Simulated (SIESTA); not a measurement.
# Hf under changes of volume

One of the cells (21.939 Å³/atom); the others are scaled copies at fixed shape and fractional positions:

```
Hf
1.0
     4.96233    0.00000    0.00000
    -2.48116    4.29750    0.00000
     0.00000    0.00000    3.08623
Hf
3
Direct
  0.00000 0.00000 0.00000
  0.33333 0.66667 0.50000
  0.66667 0.33333 0.50000
```

This isn't the form of Hf at room conditions, which is hcp.

* Program: SIESTA 5.4.2
* Functional: LDA
* Potentials or basis: PseudoDojo 0.4 standard (LDA files)
* Basis: DZP (energy shift 0.003 Ry; two zetas on semicore shells)
* Grid cutoff: 800 Ry
* Energy shift: 0.003 Ry
* k mesh: 6 × 6 × 9
* Occupations: fermi-dirac, width 0.05 eV
* Spin: no spin polarisation

| volume (Å³/atom) | energy over the lowest point (meV/atom) | pressure (GPa) |
| --- | --- | --- |
| 20.622 | 0.00 | 0.0 |
| 21.061 | 3.61 | -2.5 |
| 21.500 | 13.85 | -4.9 |
| 21.939 | 30.21 | -7.0 |
| 22.377 | ? | ? |
| 22.816 | 79.27 | -10.7 |
| 23.255 | 111.03 | -12.4 |

Problem. What does the run at 22.377 Å³/atom give?

Solution. Energy over the lowest point 52.18 meV/atom; pressure -9.0 GPa.

Worked out: A Birch-Murnaghan fit of order 3 (a polynomial in V^(-2/3)) to the other rows has its minimum at 20.62 Å³/atom, just outside them, with B0 = V·E''(V) = 125 GPa and B' = 3.1 at fixed shape and positions, which overstates the stiffness. It gives 52.15 meV/atom at 22.377 Å³/atom, against the run's 52.18, and -dE/dV = -9.0 GPa, against -9.0.

Energies are extrapolated to zero smearing.

Caveats: short orbitals over semicore shells can move pressures by several GPa; the basis of atomic orbitals isn't converged, which shifts pressures, moduli and gaps.
